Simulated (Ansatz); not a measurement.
# How the conductance of NiSi2/Si/CoSi2 changes with thickness, part 4 of 8

Wanted: T(E), the conductance and its decay constant for NiSi2/Si/CoSi2. The lower electrode is NiSi2 fluorite(111) turned by 180 degrees (type B), the upper one CoSi2 fluorite(111) turned by 180 degrees (type B); the barrier is Si diamond(111) (whole bilayers). In the first transport cell, after relaxation, the nearest pair of electrode and barrier is Si–Si at 2.37 Å, along the normal, at the lower face and Si–Si at 2.39 Å, along the normal, at the upper one. All share a net of side 3.84 Å, which strains the lower electrode by +0.0 %, the upper one by +1.3 % and the barrier by -0.7 %, against typed lattice constants near PBE's. The first steps treat the bulk electrodes alone.

Ansatz 0.2.0; PBE DFT, plane waves, PAW files (the session's first sound run).

So far. Step 4 (Relaxation): The largest force component on a free atom ends at 0.014 eV/Å. The work functions of the outer faces are 5.40 and 5.21 eV.

### 5. T(E) of the junction

This step: PBE DFT, plane waves, PAW files; ballistic transmission by layer matching between semi-infinite leads (Ansatz 0.2.0).

System of this step: NiSi2/Si/CoSi2. The cell holds 57 atoms: 40 Si, 8 Ni and 9 Co. Its edges and angles: a = 3.840 Å, b = 3.840 Å, c = 76.580 Å, α = 90.0°, β = 90.0°, γ = 120.0°. Regions: left electrode, 25 atoms (17 Si and 8 Ni); barrier, 6 atoms (6 Si); right electrode, 26 atoms (17 Si and 9 Co). Vacuum lies along c.

The relaxed core is set between ideal electrode layers (this cell holds 6 atomic planes between the electrodes; where that differs from the relaxed slab, whole periods were copied in or cut out without a new relaxation), which the solver continues as semi-infinite leads. A wide energy window on a coarse mesh (12×12) shows where the Fermi level lies against the barrier's bands; the projected density of states shows how far the metals' states reach in.

Input file input.yaml:

```yaml
crystal:
  lattice:
    - [3.84, 0.0, 0.0]
    - [-1.92, 3.3255375505, 0.0]
    - [0.0, 0.0, 76.58001516]
  atoms:
    - { symbol: Si, position: [0.0, 0.0, 0.0914076601] }
    - { symbol: Si, position: [0.33333333, 0.66666667, 0.1118009329] }
    - { symbol: Ni, position: [0.0, 0.0, 0.1222542476] }
    - { symbol: Si, position: [0.66666667, 0.33333333, 0.1327075623] }
    - { symbol: Si, position: [0.0, 0.0, 0.153100835] }
    - { symbol: Ni, position: [0.66666667, 0.33333333, 0.1635541497] }
    - { symbol: Si, position: [0.33333333, 0.66666667, 0.1740074644] }
    - { symbol: Si, position: [0.66666667, 0.33333333, 0.1944007372] }
    - { symbol: Ni, position: [0.33333333, 0.66666667, 0.2048540519] }
    - { symbol: Si, position: [0.0, 0.0, 0.2153073666] }
    - { symbol: Si, position: [0.33333333, 0.66666667, 0.2357006393] }
    - { symbol: Ni, position: [0.0, 0.0, 0.246153954] }
    - { symbol: Si, position: [0.66666667, 0.33333333, 0.2566072687] }
    - { symbol: Si, position: [0.0, 0.0, 0.2770005414] }
    - { symbol: Ni, position: [0.66666667, 0.33333333, 0.2874538562] }
    - { symbol: Si, position: [0.33333333, 0.66666667, 0.2979071709] }
    - { symbol: Si, position: [0.66666667, 0.33333333, 0.3183004436] }
    - { symbol: Ni, position: [0.33333333, 0.66666667, 0.3287537583] }
    - { symbol: Si, position: [0.0, 0.0, 0.339207073] }
    - { symbol: Si, position: [0.33333333, 0.66666667, 0.3596003457] }
    - { symbol: Ni, position: [0.0, 0.0, 0.3700536605] }
    - { symbol: Si, position: [0.66666667, 0.33333333, 0.3805069752] }
    - { symbol: Si, position: [0.0, 0.0, 0.4009002479] }
    - { symbol: Ni, position: [0.66666667, 0.33333333, 0.4113535626] }
    - { symbol: Si, position: [0.33333333, 0.66666667, 0.4230573998] }
    - { symbol: Si, position: [0.33333333, 0.66666667, 0.4540160725] }
    - { symbol: Si, position: [0.66666667, 0.33333333, 0.4644475705] }
    - { symbol: Si, position: [0.66666667, 0.33333333, 0.4954186125] }
    - { symbol: Si, position: [0.0, 0.0, 0.5058650404] }
    - { symbol: Si, position: [0.0, 0.0, 0.5368600794] }
    - { symbol: Si, position: [0.33333333, 0.66666667, 0.5472162753] }
    - { symbol: Si, position: [0.33333333, 0.66666667, 0.5784327567] }
    - { symbol: Co, position: [0.0, 0.0, 0.588350117] }
    - { symbol: Si, position: [0.66666667, 0.33333333, 0.5980952834] }
    - { symbol: Si, position: [0.0, 0.0, 0.6186352285] }
    - { symbol: Co, position: [0.66666667, 0.33333333, 0.6283803949] }
    - { symbol: Si, position: [0.33333333, 0.66666667, 0.6381255612] }
    - { symbol: Si, position: [0.66666667, 0.33333333, 0.6586655063] }
    - { symbol: Co, position: [0.33333333, 0.66666667, 0.6684106727] }
    - { symbol: Si, position: [0.0, 0.0, 0.6781558391] }
    - { symbol: Si, position: [0.33333333, 0.66666667, 0.6986957842] }
    - { symbol: Co, position: [0.0, 0.0, 0.7084409506] }
    - { symbol: Si, position: [0.66666667, 0.33333333, 0.7181861169] }
    - { symbol: Si, position: [0.0, 0.0, 0.738726062] }
    - { symbol: Co, position: [0.66666667, 0.33333333, 0.7484712284] }
    - { symbol: Si, position: [0.33333333, 0.66666667, 0.7582163948] }
    - { symbol: Si, position: [0.66666667, 0.33333333, 0.7787563399] }
    - { symbol: Co, position: [0.33333333, 0.66666667, 0.7885015063] }
    - { symbol: Si, position: [0.0, 0.0, 0.7982466727] }
    - { symbol: Si, position: [0.33333333, 0.66666667, 0.8187866178] }
    - { symbol: Co, position: [0.0, 0.0, 0.8285317841] }
    - { symbol: Si, position: [0.66666667, 0.33333333, 0.8382769505] }
    - { symbol: Si, position: [0.0, 0.0, 0.8588168956] }
    - { symbol: Co, position: [0.66666667, 0.33333333, 0.868562062] }
    - { symbol: Si, position: [0.33333333, 0.66666667, 0.8783072284] }
    - { symbol: Si, position: [0.66666667, 0.33333333, 0.8988471735] }
    - { symbol: Co, position: [0.33333333, 0.66666667, 0.9085923399] }
kpoints:
  mp_grid: { grid: [8, 8, 1] }
scf:
  occupations: { method: fermi_dirac, width: 0.1 }
  max_iter: 150
hamiltonian:
  xc: pbe
output:
  transmission:
    kmesh: [12, 12]
    e_range: [-2.5, 2.5]
    de: 0.1
    leads: [[10, 13], [43, 46]]
  dos: { projected: true, e_range: [-6, 5], de: 0.05 }
  write_potential: true
  write_density: true
  volumetric_format: npy
  elf: true
```

Launch:

```bash
> ansatz run input.yaml --threads 8 --pin off --max-ram 24576MiB --backend cpu --events-out ev --progress --plain --runs-dir out
```

Numbers of over 12 decimals in the logs are rounded to 6 here.

The program printed:

```text
[...]
Crystal: 57 atoms, lattice volume = 977.932 Å³
Basis set: ecut = 420 eV, 19059 PW (Γ)
Bands: 286, of which v1, the nominal top of the filled ones, is band 229 counted from 1 (228 counted from 0)
Symmetry: 6 space group operations
[...]
k-points: 10 of 64 (time reversal used)
[...]
SCF iter   1: F=—  HF=-118302.096823 eV  |F-HF|=—  |Δ(HF+E_count)|=         —  Δρ=1.14e-2  dr2=2.74e1  ethr=1.77e-3  ⟨swp⟩=8.9  Hψ=14626  notcnv=0  defer=112
[...]
SCF iter  14: F=-118301.860940 eV  HF=-118301.860940 eV  |F-HF|=3.87e-9  |Δ(HF+E_count)|=   1.43e-8  Δρ=7.48e-7  dr2=5.72e-9  ethr=2.19e-11  ⟨swp⟩=20.5  Hψ=12072  notcnv=0
SCF 1 converged in 14 iterations: F = -118301.860940 eV  dr2 = 5.72e-9
[...]
transmission: 142 of 1406 steps passed
transmission: 290 of 1406 steps passed
[...]
transmission: 1406 of 1406 steps passed
WARN: The output density's exchange-correlation potential varies sharply where the density is thin. Do not read a vacuum level from v_tot or v_xc, or from such a field of the output density. On a cell that repeats whose density bears no net charge and no dipole along the vacuum's axis use v_es (v_loc + v_h of the components); under efield.dipole_correction with no amplitude use v_es + v_field, which holds any externa [...]
SCF converged after 14 iterations
Free energy (F): -118301.860940 eV
[...]
Internal energy: -118301.200090 eV  (E = F + TS)
E sigma→0 (E₀):  -118301.530515 eV
Entropy (-TS):   -0.660850 eV (-11.594 meV/atom)
Fermi energy:    8.676479 eV
[...]
--- Band table (eV; the first three rows and the last of 10) ---
  k-point 0: bands = [... 225 lower, 9.9424, 9.9424, 10.1128, 10.1128, 10.1177, 10.3317, 10.3360, 10.3360, ... 53 higher]
  k-point 1: bands = [... 225 lower, 9.5384, 9.5868, 9.6188, 9.6854, 9.7838, 9.8037, 9.8341, 10.0389, ... 53 higher]
  k-point 2: bands = [... 225 lower, 8.6998, 8.8103, 8.8702, 8.9141, 8.9511, 9.1498, 9.1520, 9.3494, ... 53 higher]
  k-point 9: bands = [... 225 lower, 7.8789, 7.9996, 8.0896, 8.1217, 8.1869, 8.2019, 8.2350, 8.2606, ... 53 higher]
--- Transmission ---
  basis      : 109 plane waves across, 74 finite elements along
  points     : 19, standing for a mesh of 12 x 12
  energies   : 51 from -2.500000 to 2.500000 eV about the Fermi level, 0.100000 eV apart; the leads are filled to 0.000000 eV, and channels, transmission and decay are at 0.000000 eV
  crystal 0  : Si2Ni1, at the sites [10, 13], period 3.1627 Å, over 25.30 Å; its Hamiltonian steps by up to 7.2 meV
    offset         : up to 0.0000 Å between an atom of the period and one for which it stands
    channels       : 1.159722e0 a spin
    conductance    : none, the energies end too early or step too widely for 300 K: set another output.transmission.e_range or a lower de, or, where they end at an eighth of basis.ecutwfc, a higher one
    slowest decay  : 0.0811 /Å at (0.2500, 0.1667)
  crystal 1  : Si2Co1, at the sites [43, 46], period 3.0655 Å, over 25.55 Å; its Hamiltonian steps by up to 5.8 meV
[...]
channels       : 1.270833e0 a spin
[...]
slowest decay  : 0.1098 /Å at (0.4167, 0.0833)
  junction   : crystal 0 to crystal 1, 20.43 to 55.79 Å
    transmission   : 7.587851e-2 a spin
[...]
```

Run time: 3.7 min. Hardware: 8 threads of Arm Neoverse V2, shared host; peak memory 10 GiB.

This step gave:

```
free energy                                         : -118301.8609 eV
Fermi energy                                        : 8.676 eV
level to which the leads are filled                 : 0 eV from the Fermi level
transmission at the Fermi level (a spin, zone mean) : 0.07588
channels of the lower lead                          : 1.160
channels of the upper lead                          : 1.271
potential step in the lower lead                    : 7.2 meV
potential step in the upper lead                    : 5.8 meV
```

One spin. The transmission, zone mean by energy, zero at the Fermi level:

| energy (eV) | transmission, zone mean |
| --- | --- |
| -2.50 | 0.328 |
| -2.30 | 0.443 |
| -2.20 | 0.324 |
| -2.00 | 0.630 |
| -1.80 | 0.575 |
| -1.60 | 0.362 |
| -1.50 | 0.332 |
| -1.30 | 0.229 |
| -1.10 | 0.131 |
| -0.90 | 0.130 |
| -0.80 | 0.127 |
| -0.60 | 0.0429 |
| -0.40 | 0.0802 |
| -0.30 | 0.0513 |
| -0.10 | 0.0701 |
| 0.00 | 0.0759 |
| 0.10 | 0.0710 |
| 0.30 | 0.0569 |
| 0.40 | 0.0567 |
| 0.60 | 0.0585 |
| 0.80 | 0.0310 |
| 0.90 | 0.0378 |
| 1.10 | 0.0307 |
| 1.30 | 0.0202 |
| 1.50 | 0.0559 |
| 1.60 | 0.0791 |
| 1.80 | 0.0716 |
| 2.00 | 0.297 |
| 2.20 | 0.583 |
| 2.30 | 0.657 |
| 2.50 | 0.819 |

One spin. Table of open channels, zone mean by energy, zero at the Fermi level:

| energy (eV) | lower lead | upper lead |
| --- | --- | --- |
| -2.50 | 1.67 | 1.23 |
| -2.30 | 1.80 | 1.35 |
| -2.20 | 1.80 | 1.40 |
| -2.00 | 1.88 | 1.55 |
| -1.80 | 1.84 | 2.04 |
| -1.60 | 1.72 | 1.94 |
| -1.50 | 1.59 | 1.57 |
| -1.30 | 1.31 | 1.49 |
| -1.10 | 1.19 | 1.67 |
| -0.90 | 1.02 | 1.63 |
| -0.80 | 1.02 | 1.67 |
| -0.60 | 0.854 | 1.94 |
| -0.40 | 0.681 | 1.83 |
| -0.30 | 0.701 | 1.62 |
| -0.10 | 1.03 | 1.35 |
| 0.00 | 1.16 | 1.27 |
| 0.10 | 1.12 | 1.27 |
| 0.30 | 1.41 | 1.06 |
| 0.40 | 1.37 | 0.979 |
| 0.60 | 1.63 | 0.903 |
| 0.80 | 1.80 | 0.681 |
| 0.90 | 1.92 | 0.639 |
| 1.10 | 2.13 | 0.597 |
| 1.30 | 1.55 | 0.514 |
| 1.50 | 1.40 | 0.611 |
| 1.60 | 1.03 | 0.882 |
| 1.80 | 0.674 | 0.924 |
| 2.00 | 1.33 | 1.26 |
| 2.20 | 2.62 | 1.67 |
| 2.30 | 2.92 | 1.63 |
| 2.50 | 2.81 | 1.79 |

Transmission over k1 and k2. At 0.0000 eV from the Fermi level.

Ten even steps from '0' (0.000) to '9' (0.506):
```
000000000000
000101000000
001233210000
000344430000
001349943100
000249094200
000134994310
000003444300
000001233210
000000010100
000000000000
000000000000
```
Columns: k1 (b1) from -0.5 to 0.417; rows upwards: k2 (b2) from -0.5 to 0.417.

Open channels of the lower lead over k1 and k2. At 0.0000 eV from the Fermi level.

Ten even steps from '_' (0.00) to '@' (3.00):
```
------____--------____--
------**--**------______
____**@@****@@**________
--__--**@@--@@**--__----
----****--****--****----
------@@@@******@@@@----
------****--****--****--
------__--**@@--@@**--__
__________**@@****@@**__
--______------**--**----
----____--------____----
------__----------__----
```
Columns: k1 (b1) from -0.5 to 0.417; rows upwards: k2 (b2) from -0.5 to 0.417.

Open channels of the upper lead over k1 and k2. At 0.0000 eV from the Fermi level.

Ten even steps from '_' (0.00) to '@' (3.00):
```
__------------__________
----****--****----______
----************----____
------**@@@@@@**------__
__--****@@@@@@@@****--__
__--****@@@@@@@@@@****--
____--****@@@@@@@@****--
--__------**@@@@@@**----
--____----************--
--______----****--****--
____________------------
____------______------__
```
Columns: k1 (b1) from -0.5 to 0.417; rows upwards: k2 (b2) from -0.5 to 0.417.

Projected DOS an atom over height of the atomic layer and energy from the Fermi level. Layers: Si Si Ni Si Si Ni Si Si Ni Si Si Ni Si Si Ni Si Si Ni Si Si Ni Si Si Ni Si Si Si Si Si Si Si Si Co Si Si Co Si Si Co Si Si Co Si Si Co Si Si Co Si Si Co Si Si Co Si Si Co; projections on atoms miss part of the total, and the computed bands can run out at the top of the range; a column is the mean of 4 neighbouring layers, the last of those left over.

Values in states/eV, 22 rows by 15 columns, each cell a mean:
```
0.20 0.16 0.14 0.17 0.16 0.16 0.20 0.19 0.16 0.16 0.16 0.15 0.17 0.17 0.09
0.34 0.28 0.27 0.31 0.30 0.30 0.36 0.37 0.35 0.34 0.35 0.33 0.38 0.34 0.15
0.41 0.39 0.34 0.37 0.36 0.33 0.54 0.57 0.50 0.57 0.57 0.54 0.50 0.34 0.13
0.44 0.42 0.31 0.39 0.41 0.39 0.56 0.54 0.30 0.30 0.29 0.31 0.33 0.41 0.33
0.45 0.46 0.37 0.43 0.45 0.39 0.59 0.57 0.33 0.31 0.28 0.27 0.34 0.42 0.51
0.42 0.47 0.50 0.54 0.50 0.36 0.55 0.53 0.51 0.56 0.59 0.57 0.54 0.56 0.74
0.46 0.31 0.25 0.26 0.24 0.26 0.41 0.37 0.35 0.38 0.37 0.43 0.38 0.39 0.44
0.49 0.38 0.33 0.37 0.43 0.36 0.24 0.16 0.11 0.13 0.12 0.11 0.11 0.24 0.49
0.34 0.40 0.41 0.46 0.41 0.31 0.14 0.12 0.17 0.15 0.13 0.15 0.15 0.21 0.66
0.35 0.32 0.32 0.31 0.30 0.22 0.12 0.22 0.42 0.25 0.25 0.28 0.23 0.28 0.98
0.23 0.19 0.23 0.22 0.22 0.22 0.16 0.20 0.71 0.45 0.47 0.58 0.51 0.46 2.71
0.31 0.17 0.18 0.18 0.21 0.44 0.38 0.27 1.18 0.72 0.73 1.04 0.68 0.57 5.43
0.65 0.39 0.32 0.30 0.30 0.51 0.47 0.43 1.95 0.86 0.88 1.53 0.90 1.03 4.34
0.78 0.46 0.55 0.49 0.49 0.92 0.60 0.56 1.93 1.26 1.25 2.28 1.25 1.23 1.64
0.68 0.59 0.87 0.61 0.59 1.60 0.55 0.59 0.90 0.63 0.60 1.01 0.59 0.74 0.79
0.93 0.78 1.28 0.76 0.78 1.94 0.60 0.67 0.69 0.53 0.55 0.74 0.55 0.78 0.77
1.45 1.55 2.90 1.55 1.55 1.84 0.60 0.62 0.74 0.57 0.55 0.71 0.57 0.73 0.46
0.80 0.78 1.24 0.78 0.78 1.05 0.58 0.55 0.96 0.95 0.98 1.11 0.94 0.85 0.29
0.69 0.68 0.91 0.67 0.69 0.99 0.34 0.33 0.52 0.54 0.52 0.53 0.54 0.47 0.12
0.69 1.04 1.31 1.03 1.03 0.90 0.24 0.24 0.36 0.41 0.43 0.41 0.42 0.34 0.09
0.37 0.61 0.70 0.61 0.61 0.40 0.18 0.18 0.24 0.26 0.25 0.22 0.26 0.25 0.07
0.28 0.35 0.34 0.36 0.34 0.27 0.24 0.24 0.21 0.27 0.26 0.24 0.27 0.24 0.06
```
Columns: height of the atomic layer (Å) from 8.77 to 69.6 (not evenly spaced); rows upwards: energy from the Fermi level (eV) from -6 to 5.

Electrostatic potential energy in the ca plane at fractional y = 0.000, with atoms of Si and Ni and Co within 0.2 Å of it. With pseudopotentials it is smooth inside the atoms' cores, unlike the true potential.

Ten even steps from '0' (-50 eV) to '9' (14 eV), each cell a mean:
```
99999999999999850016871003884001689999998510
99999999999999975458986347887545899999998754
99999999999999998889998888998888899999999888
99999999999999999999988998899999888899888899
99999999999999999999888888889999888888888899
99999999999999999999988988899999888888888899
99999999999999999999999889999988999999999988
99999999999999987678998678998767899999999876
99999999999999862137883115886213789999998621
99999999999999840015861002783001589999998400
```
Columns run along c (16.0 Å, from fractional 0.01 to 0.22 of the cell; values clipped at the 3rd and 97th percentile), rows up along a (3.8 Å). Atoms in or near the plane, at fractional coordinates: Si at (0.09, 0.00), Ni at (0.12, 0.00), Si at (0.15, 0.00), Si at (0.22, 0.00).

Valence density in the ca plane at fractional y = 0.000, with atoms of Si and Ni and Co within 0.2 Å of it. It is the smooth field of the valence electrons, not physical close to the nuclei.

Values in e/Å³, 6 rows by 16 columns, each cell a mean:
```
 0  0  0  0  0  0  0  0 11  2  0  0  0  0  0  0
 0  0  0  0  0  0  0  0  0  0  0  0  0  0  0  0
 0  0  0  0  0  0  0  0  0  0  0  0  0  0  0  0
 0  0  0  0  0  0  0  0  0  0  0  0  0  0  0  0
 0  0  0  0  0  0  0  0  1  0  0  0  0  0  0  0
 0  0  0  0  0  0  0  1 21  2  0  0  0  0  0  0
```
Columns run along c (16.0 Å, from fractional 0.01 to 0.22 of the cell), rows up along a (3.8 Å). Atoms in or near the plane, at fractional coordinates: Si at (0.09, 0.00), Ni at (0.12, 0.00), Si at (0.15, 0.00), Si at (0.22, 0.00).

ELF in the ca plane at fractional y = 0.000, with atoms of Si and Ni and Co within 0.2 Å of it. It is the smooth field of the valence electrons, not physical close to the nuclei.

Values, 6 rows by 16 columns, each cell a mean:
```
0.00 0.00 0.01 0.19 0.82 0.93 0.57 0.44 0.36 0.33 0.53 0.48 0.24 0.05 0.32 0.44
0.00 0.00 0.00 0.05 0.44 0.79 0.64 0.48 0.32 0.40 0.52 0.59 0.41 0.28 0.44 0.60
0.00 0.00 0.00 0.00 0.04 0.19 0.31 0.47 0.56 0.48 0.31 0.33 0.58 0.59 0.53 0.31
0.00 0.00 0.00 0.01 0.11 0.35 0.40 0.49 0.53 0.48 0.35 0.39 0.54 0.53 0.52 0.38
0.00 0.00 0.00 0.09 0.60 0.88 0.68 0.46 0.25 0.36 0.56 0.63 0.35 0.17 0.41 0.63
0.00 0.00 0.01 0.23 0.85 0.93 0.54 0.44 0.46 0.34 0.52 0.40 0.21 0.03 0.29 0.38
```
Columns run along c (16.0 Å, from fractional 0.01 to 0.22 of the cell), rows up along a (3.8 Å). Atoms in or near the plane, at fractional coordinates: Si at (0.09, 0.00), Ni at (0.12, 0.00), Si at (0.15, 0.00), Si at (0.22, 0.00).

At the Fermi level the transmission is 0.076, as a zone mean for one spin on this coarse mesh. At the Fermi level the layers of this cell's barrier hold from 0.062 to 0.15 states an eV and atom: none is empty there, through tails of the electrodes' states or through bands of its own. In the worse lead the potential repeats within 7.2 meV, which the program lets pass.

(Continued in part 5 of 8.)

[Logs are printed without paths, hosts, clocks, repeated set-up lines and the standing remarks that a program may print on its own settings, such as how far it seeks lower states.]

[Hosts, paths, dates, database ids (printed as entryN), source tags and the programs' standing remarks are cut or masked in the printed files.]
